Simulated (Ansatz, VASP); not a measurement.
**Ag: VASP beside Ansatz**

INCAR

```
SYSTEM = Ag
PREC = Accurate ; ENCUT = 600
EDIFF = 1E-6 ; ISMEAR = 0
SIGMA = 0.1 ; LREAL = .FALSE.
LASPH = .TRUE. ; NELM = 100
ALGO = Fast ; ISIF = 3
LWAVE = .FALSE. ; LCHARG = .FALSE.
GGA = PS ; IBRION = 2
NSW = 100 ; EDIFFG = -0.005
```

Contents of KPOINTS:

```
Automatic mesh
0
G
  18 18 10
  0 0 0
```

POSCAR

```
Ag
1.0
    2.9300000000      0.0000000000      0.0000000000
   -1.4650000000      2.5374544331      0.0000000000
    0.0000000000      0.0000000000      4.7900000000
Ag
2
Direct
    0.3333333333      0.6666666667      0.2500000000
    0.6666666667      0.3333333333      0.7500000000
```

Input for Ansatz:

```yaml
crystal:
  lattice:
    - [2.93, 0.0, 0.0]
    - [-1.465, 2.5374544331, 0.0]
    - [0.0, 0.0, 4.79]
  atoms:
    - { symbol: Ag, position: [0.3333333333, 0.6666666667, 0.25] }
    - { symbol: Ag, position: [0.6666666667, 0.3333333333, 0.75] }
basis:
  ecutwfc: 420
kpoints:
  mp_grid: { grid: [18, 18, 10] }
hamiltonian:
  xc: pbesol
scf:
  occupations: { method: gaussian, width: 0.1 }
output:
  forces: true
  stress: true
  eigenvalues: true
relax:
  adjacent_minimum: "off"
  f_tol: 0.005
  max_steps: 80
  cell: { stress_tol: 0.05 }
```

This isn't the form of Ag at room conditions, which is fcc.

Alike in both runs: task relaxation of cell and atoms; functional PBEsol; k mesh 18 × 18 × 10; occupations gaussian, width 0.1 eV; no spin polarisation.

```csv
,VASP,Ansatz
version,VASP 6.6.1,Ansatz 0.2.0
potentials or method,"VASP PAW PBE potentials, release 64 (Ag)","scalar-relativistic, plane waves, PAW"
plane-wave cutoff (eV),600,420
valence electrons in the cell,22,38
```

Ansatz gave:

* gap on the k mesh at the Fermi level, each at its own relaxed structure (eV): none
* relaxed volume (Å³/atom): 16.70
* relaxed cell length with the largest relative difference (Å): 2.867
* energy change over the relaxation (meV/atom): -23

Question: Estimate VASP's values.

Answer: gap on the k mesh at the Fermi level, each at its own relaxed structure (eV): none; relaxed volume (Å³/atom): 16.67; relaxed cell length with the largest relative difference (Å): 2.865; energy change over the relaxation (meV/atom): -25.

A gap of «none» marks a metal or a gap that the smearing closes. The two sets of potentials don't hold the same shells in valence.

Caveats: the PAW data sets were made with another functional, which shifts forces and pressure a little (VASP).
